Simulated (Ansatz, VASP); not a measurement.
# Two plane-wave programs on Mg

```
Mg
1.0
     3.20930    0.00000    0.00000
    -1.60465    2.77934    0.00000
     0.00000    0.00000    5.21030
Mg
2
Direct
  0.66667 0.33333 0.75000
  0.33333 0.66667 0.25000
```

Alike in both runs: functional PBE; k mesh 6 × 6 × 3; occupations fermi-dirac, width 0.05 eV; no spin polarisation.

|  | VASP | Ansatz |
| --- | --- | --- |
| version | VASP 6.6.1 | Ansatz 0.2.0 |
| potentials or method | VASP PAW PBE potentials, release 64 (Mg) | Ansatz PAW |
| plane-wave cutoff (eV) | 520 | 420 |
| valence electrons in the cell | 4 | 20 |
| task | single point | band structure |

VASP gave:

* gap on the k mesh at the Fermi level (eV): none
* pressure (GPa): -0.5

Estimate Ansatz's values.

gap on the k mesh at the Fermi level (eV): none; pressure (GPa): -0.4.

A gap of «none» marks a metal or a gap that the smearing closes. With one functional, cell and mesh, what is left measures potentials, basis and numerics. The two sets of potentials don't hold the same shells in valence.

Caveats: the k mesh is coarse (spacing up to 0.40 Å⁻¹), so the values aren't converged.
